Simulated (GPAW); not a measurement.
# PbS (Cmcm) in GPAW: further runs

One crystal, PbS, is run at these levels: TB-mBJ, r2SCAN; tasks: single point, band structure.

All numbers are computed with GPAW 26.7.0; they aren't measurements. Logs are shortened: lines on timing, memory, paths and dates and some standing lists are left out, and cuts for length are marked. The log counts tension as positive stress, the text compression.

### 1 Starting point

The structure is orthorhombic, space group Cmcm (No. 63). Conventional cell: a = 4.160 Å, b = 11.983 Å, c = 4.279 Å, α = 90.00°, β = 90.00°, γ = 90.00°. Around Pb (site symmetry m2m) lie 5 S at 2.69 to 2.99 Å. S (site symmetry m2m) has 5 Pb at 2.69 to 2.99 Å as nearest neighbours.

Measurements of this composition are mostly on another form, of space group No. 225.

### 2 Single point, TB-mBJ

Input file run.py:

```python
from ase import Atoms
from ase.dft.bandgap import bandgap
from ase.io import write
from gpaw import GPAW, PW

atoms = Atoms(['Pb', 'Pb', 'S', 'S'],
              cell=[[2.079952695, -5.991296865, 0.0],
                    [2.079952695, 5.991296865, 0.0],
                    [0.0, 0.0, 4.27932094]],
              scaled_positions=[[0.13056335, 0.86943665, 0.25],
                                [0.86943665, 0.13056335, 0.75],
                                [0.35479709, 0.64520291, 0.25],
                                [0.64520291, 0.35479709, 0.75]],
              pbc=True)

calc = GPAW(mode=PW(600),
            xc='TB09',
            kpts={'size': (6, 6, 4), 'gamma': True},
            occupations={'name': 'fermi-dirac', 'width': 0.05},
            nbands=33,
            convergence={'density': 1e-05, 'energy': 1e-05},
            eigensolver='cg',
            maxiter=150,
            txt='gpaw.txt')
atoms.calc = calc
energy = atoms.get_potential_energy()
calc.write('gs.gpw')
write('result.traj', atoms)
print('Fermi level:', round(calc.get_fermi_level(), 4), 'eV')
print(f'Gap: {bandgap(calc)[0]:.4f} eV, direct: {bandgap(calc, direct=True)[0]:.4f} eV')
```

Potentials or basis: GPAW PAW data sets for LDA (gpaw-data 1.2.1), pw.

Launch:

```console
> OMP_NUM_THREADS=1 python run.py
```

gpaw.txt:

```text
___ ___ ___ _ _ _
 |   |   |_  | | | |
 | | | | | . | | | |
 |__ |  _|___|_____|  26.7.0
 |___|_|

Input parameters:
  convergence: {density: 1e-05,
                energy: 1e-05}
  eigensolver: cg
  kpts: {gamma: True,
         size: (6, 6, 4)}
  maxiter: 150
  mode: {ecut: 600.0,
         name: pw}
  nbands: 33
  occupations: {name: fermi-dirac,
                width: 0.05}
  xc: TB09

System changes: positions, numbers, cell, pbc, initial_charges, initial_magmoms

Initialize ...

species:
  Pb:
    name:    Lead
    Z:       82.0
    valence: 14
    core:    68
    charge:  0.0  # [|e|]
    compensation charges:
      type: gauss
      rc: 0.38  # [Å]
      lmax: 2
    cutoffs:
      filter: 2.36  # [Å]
      core: 2.43  # [Å]
    projectors
    | kind |    occ | energy [eV] | rcut [Å] |
    |------|--------|-------------|----------|
    |   6s |  2.000 |     -12.249 |    1.259 |
    |   6p |  2.000 |      -3.713 |    1.275 |
    |   5d | 10.000 |     -21.326 |    1.217 |
    |    s |        |      14.962 |    1.259 |
    |    p |        |      23.498 |    1.275 |
    |    d |        |       5.885 |    1.217 |

    Using partial waves for Pb as LCAO basis

  S:
    name:    Sulfur
    Z:       16.0
    valence: 6
    core:    10
    charge:  0.0  # [|e|]
    compensation charges:
      type: gauss
      rc: 0.24  # [Å]
      lmax: 2
    cutoffs:
      filter: 1.77  # [Å]
      core: 1.66  # [Å]
    projectors
    | kind |    occ | energy [eV] | rcut [Å] |
    |------|--------|-------------|----------|
    |   3s |  2.000 |     -17.278 |    0.974 |
    |   3p |  4.000 |      -7.106 |    0.979 |
    |    s |        |       9.933 |    0.974 |
    |    p |        |      20.105 |    0.979 |
    |    d |        |       0.000 |    0.900 |

    Using partial waves for S as LCAO basis

Reference energy: -1155591.035148  # eV

Spin-paired calculation

Convergence criteria:
 Maximum [total energy] change in last 3 cyles: 1e-05 eV / valence electron
 Maximum integral of absolute [dens]ity change: 1e-05 electrons / valence electron
 Maximum integral of absolute [eigenst]ate change: 4e-08 eV^2 / valence electron
 Maximum number of scf [iter]ations: 150
 (Square brackets indicate name in SCF output, whereas a 'c' in
 the SCF output indicates the quantity has converged.)

Symmetries present (total): 4

  ( 1  0  0)  ( 0  1  0)  ( 0 -1  0)  (-1  0  0)
  ( 0  1  0)  ( 1  0  0)  (-1  0  0)  ( 0 -1  0)
  ( 0  0  1)  ( 0  0 -1)  ( 0  0  1)  ( 0  0 -1)

144 k-points: 6 x 6 x 4 Monkhorst-Pack grid + [1/12,1/12,1/8]
47 k-points in the irreducible part of the Brillouin zone
       k-points in crystal coordinates                weights
   0:     0.00000000    0.00000000    0.00000000          1/144
   1:     0.00000000    0.00000000    0.25000000          2/144
   2:     0.00000000    0.00000000    0.50000000          1/144
   3:     0.16666667   -0.16666667   -0.25000000          2/144
   4:     0.16666667   -0.16666667    0.00000000          2/144
   5:     0.16666667   -0.16666667    0.25000000          2/144
   6:     0.16666667   -0.16666667    0.50000000          2/144
   7:     0.16666667    0.00000000   -0.25000000          4/144
   8:     0.16666667    0.00000000    0.00000000          4/144
   9:     0.16666667    0.00000000    0.25000000          4/144
          ...
  46:     0.50000000    0.50000000    0.50000000          1/144

Wave functions: Plane wave expansion
  Cutoff energy: 600.000 eV
  Number of coefficients (min, max): 3542, 3579
  Pulay-stress correction: 0.000000 eV/Ang^3 (de/decut=0.000000)
  Using FFTW library
  ScaLapack parameters: grid=1x1, blocksize=None
  Wavefunction extrapolation:
    Improved wavefunction reuse through dual PAW basis

Occupation numbers: Fermi-Dirac:
  width: 0.0500  # eV

Eigensolver
   CG(niter=4, rtol=3.0e-01)

Densities:
  Coarse grid: 36*36*25 grid
  Fine grid: 72*72*50 grid
  Total Charge: 0.000000

Density mixing:
  Method: separate
  Backend: msr1
  Linear mixing parameter: 0.05
  old densities: 10
  Width of damping distribution: 1.1
  Damping of long wavelength oscillations: 20

Hamiltonian:
  XC and Coulomb potentials evaluated on a 72*72*50 grid
  Using the TB09 Exchange-Correlation functional
  External potential:
    NoExternalPotential

XC parameters: TB09 with 2 nearest neighbor stencil

Number of atoms: 4
Number of atomic orbitals: 26
Number of bands in calculation: 33
Number of valence electrons: 40
Bands to converge: occupied

... initialized

Initializing position-dependent things.

Density initialized from atomic densities
Creating initial wave functions:
  26 bands from LCAO basis set
  7 bands from random numbers

             Pb
         S S
       Pb

Atomic positions and initial magnetic moments

Positions:
   0 Pb     2.079953    4.426809    1.069830    ( 0.0000,  0.0000,  0.0000)
   1 Pb     2.079953   -4.426809    3.209491    ( 0.0000,  0.0000,  0.0000)
   2 S      2.079953    1.739907    1.069830    ( 0.0000,  0.0000,  0.0000)
   3 S      2.079953   -1.739907    3.209491    ( 0.0000,  0.0000,  0.0000)

Unit cell:
           periodic     x           y           z      points  spacing
  1. axis:    yes    2.079953   -5.991297    0.000000    36     0.1092
  2. axis:    yes    2.079953    5.991297    0.000000    36     0.1092
  3. axis:    yes    0.000000    0.000000    4.279321    25     0.1712

  Lengths:   6.342069   6.342069   4.279321
  Angles:   90.000000  90.000000 141.709848

Effective grid spacing dv^(1/3) = 0.1488

iter:   1 21704.249906
iter:   2 21723.314862   +1.86  -0.73
iter:   3 21716.281462   +1.16  -0.85
iter:   4 21714.405244   +0.02  -1.23
iter:   5 21716.335206   -1.16  -1.12
iter:   6 21719.129120   -1.35  -1.26
iter:   7 21723.313227   -1.11  -1.40
iter:   8 21728.024339   -1.15  -1.59
iter:   9 21728.578006   -1.83  -1.62
iter:  10 21726.654109   -1.87  -1.88
iter:  11 21726.477864   -2.33  -2.07
[... 5 lines left out ...]
iter:  17 21725.015809   -3.57  -2.29
iter:  18 21725.167086   -3.68  -2.62
iter:  19 21725.419741   -3.56  -2.60
iter:  20 21725.501501   -3.83  -3.21
iter:  21 21725.700296   -3.89  -3.10
iter:  22 21725.640818   -3.84  -3.05
iter:  23 21725.634507   -4.36  -3.97
iter:  24 21725.621073   -5.02  -3.89
iter:  25 21725.609961   -5.26  -4.58
iter:  26 21725.606315   -5.99  -4.51
iter:  27 21725.607953   -6.38  -5.09c
iter:  28 21725.607909   -6.87  -5.01c
iter:  29 21725.607573c  -7.62c -4.93
iter:  30 21725.606312   -7.97c -4.85
iter:  31 21725.605237   -7.94c -5.00
iter:  32 21725.605311   -8.46c -5.07c
iter:  33 21725.605009c  -8.82c -5.03c

Converged after 33 iterations.

Dipole moment: (-0.000000, 0.000000, -0.000000) |e|*Ang

Energy contributions relative to reference atoms: (reference = -1155591.035148)

Kinetic:        +81.641193
Potential:      -74.397103
External:        +0.000000
XC:            +21721.020372
Entropy (-ST):   -0.000000
Local:           -2.659453
SIC:             +0.000000
--------------------------
Free energy:   +21725.605009
Extrapolated:  +21725.605009

Showing only first 2 kpts
 Kpt  Band  Eigenvalues  Occupancy
  0    18      3.85097    2.00000
  0    19      4.90451    2.00000
  0    20     10.55712    0.00000
  0    21     10.65619    0.00000

  1    18      4.65073    2.00000
  1    19      4.70873    2.00000
  1    20      9.25591    0.00000
  1    21      9.39611    0.00000

Fermi level: 6.29757

Gap: 1.799 eV
Transition (v -> c):
  (s=0, k=2, n=19, [0.00, 0.00, 0.50]) -> (s=0, k=44, n=20, [0.50, 0.50, 0.00])
Direct/indirect transitions are different
Direct gap: 2.199 eV
Transition at: (s=0, k=44, n=19, [0.50, 0.50, 0.00])
Writing to gs.gpw (mode='')
```

Wall time 7.2 min (1 thread of Arm Neoverse V2, shared host); peak memory 0.45 GiB.

What came out:

```yaml
Band_gap_on_the_k_mesh: 1.80 eV, indirect (least direct gap 2.20 eV)
```

Caveat: a model potential gives levels but no total energy; the PAW data sets were made with another functional, which shifts forces and pressure a little; spin-orbit coupling is left out, which as a rule narrows the gap of such compounds by several tenths of an eV.

### 3 Band structure, r2SCAN

run.py, as its differences from that of step 2:

```diff
@@ -3,2 +3,3 @@
 from ase.io import write
+from ase.units import GPa
 from gpaw import GPAW, PW
@@ -16,4 +17,4 @@
 calc = GPAW(mode=PW(600),
-            xc='TB09',
-            kpts={'size': (6, 6, 4), 'gamma': True},
+            xc='MGGA_X_R2SCAN+MGGA_C_R2SCAN',
+            kpts={'size': (5, 5, 4), 'gamma': True},
             occupations={'name': 'fermi-dirac', 'width': 0.05},
@@ -21,3 +22,2 @@
             convergence={'density': 1e-05, 'energy': 1e-05},
-            eigensolver='cg',
             maxiter=150,
@@ -26,5 +26,18 @@
 energy = atoms.get_potential_energy()
+forces = atoms.get_forces()
+stress = atoms.get_stress()
 calc.write('gs.gpw')
 write('result.traj', atoms)
+print(f'Energy: {energy:.6f} eV')
+print('Forces (eV/A):')
+print(forces.round(4))
+print('Stress (GPa):', (stress / GPa).round(3))
 print('Fermi level:', round(calc.get_fermi_level(), 4), 'eV')
 print(f'Gap: {bandgap(calc)[0]:.4f} eV, direct: {bandgap(calc, direct=True)[0]:.4f} eV')
+
+path = atoms.cell.bandpath('GXSRAZGYX1A1TY,ZT', npoints=80, eps=1e-4)
+bs_calc = calc.fixed_density(kpts=path, symmetry='off', nbands=53,
+                             convergence={'bands': 'CBM+6.0', 'eigenstates': 1e-6}, txt='bands.txt')
+bs = bs_calc.band_structure()
+bs.write('bs.json')
+print(f'Gap on the path: {bandgap(bs_calc)[0]:.4f} eV')
```

Potentials or basis: GPAW PAW data sets (gpaw-data 1.2.1), pw.

Launch:

```console
> OMP_NUM_THREADS=1 python run.py
```

Wall time 15 min (1 thread of Arm Neoverse V2, shared host); peak memory 0.74 GiB.

It converged, with:

* Free energy: -59.5038 eV
* Pressure: -0.2 GPa
* Largest force: 0.074 eV/Å
* Band gap on the k mesh: 1.58 eV, indirect (least direct gap 1.64 eV)
* Band gap along the path: 1.36 eV, indirect (least direct gap 1.51 eV)

Forces in eV/Å, atoms in the order of the input:
```
Pb   0.000 -0.023  0.000
Pb   0.000  0.023  0.000
S    0.000  0.074  0.000
S    0.000 -0.074  0.000
```

Stress tensor (GPa, compression positive):
```
-0.10  0.00  0.00
 0.00 -0.38  0.00
 0.00  0.00 -0.24
```

Levels at the corners of the path, in eV from the valence-band top:
| point | band 16 | band 17 | band 18 | band 19 | band 20 | band 21 | band 22 | band 23 | band 24 | band 25 |
| --- | --- | --- | --- | --- | --- | --- | --- | --- | --- | --- |
| Γ | -3.12 | -2.56 | -1.81 | -1.64 | -0.60 | 4.99 | 5.03 | 5.17 | 5.92 | 6.06 |
| X | -1.52 | -1.52 | -1.39 | -0.69 | -0.27 | 1.89 | 2.11 | 2.30 | 2.91 | 3.70 |
| S | -2.15 | -1.51 | -1.33 | -0.40 | -0.40 | 2.04 | 2.08 | 2.43 | 3.24 | 3.38 |
| R | -4.47 | -3.27 | -3.27 | -1.59 | -1.59 | 3.69 | 3.69 | 5.59 | 5.59 | 6.75 |
| A | -4.49 | -2.92 | -2.92 | -1.61 | -1.61 | 3.47 | 3.47 | 6.06 | 6.06 | 6.59 |
| Z | -2.88 | -1.27 | -1.27 | -0.16 | -0.16 | 2.08 | 2.08 | 3.00 | 3.00 | 5.31 |
| Γ | -3.12 | -2.56 | -1.81 | -1.64 | -0.60 | 4.99 | 5.03 | 5.17 | 5.92 | 6.06 |
| Y | -2.80 | -2.09 | -2.02 | -1.47 | -0.56 | 1.36 | 4.75 | 5.15 | 5.29 | 5.84 |
| X1 | -1.52 | -1.52 | -1.39 | -0.69 | -0.27 | 1.89 | 2.11 | 2.30 | 2.91 | 3.70 |
| A1 | -4.49 | -2.92 | -2.92 | -1.61 | -1.61 | 3.47 | 3.47 | 6.06 | 6.06 | 6.59 |
| T | -1.39 | -1.37 | -1.37 | -0.47 | -0.47 | 1.96 | 1.96 | 3.42 | 3.42 | 3.72 |
| Y | -2.80 | -2.09 | -2.02 | -1.47 | -0.56 | 1.36 | 4.75 | 5.15 | 5.29 | 5.84 |
| Z | -2.88 | -1.27 | -1.27 | -0.16 | -0.16 | 2.08 | 2.08 | 3.00 | 3.00 | 5.31 |
| T | -1.39 | -1.37 | -1.37 | -0.47 | -0.47 | 1.96 | 1.96 | 3.42 | 3.42 | 3.72 |

Caveat: the PAW data sets were made with another functional, which shifts forces and pressure a little; spin-orbit coupling is left out, which as a rule narrows the gap of such compounds by several tenths of an eV; the mesh misses the band edges, which the band path finds closer together; the program warned that so skewed a cell can give wrong results.
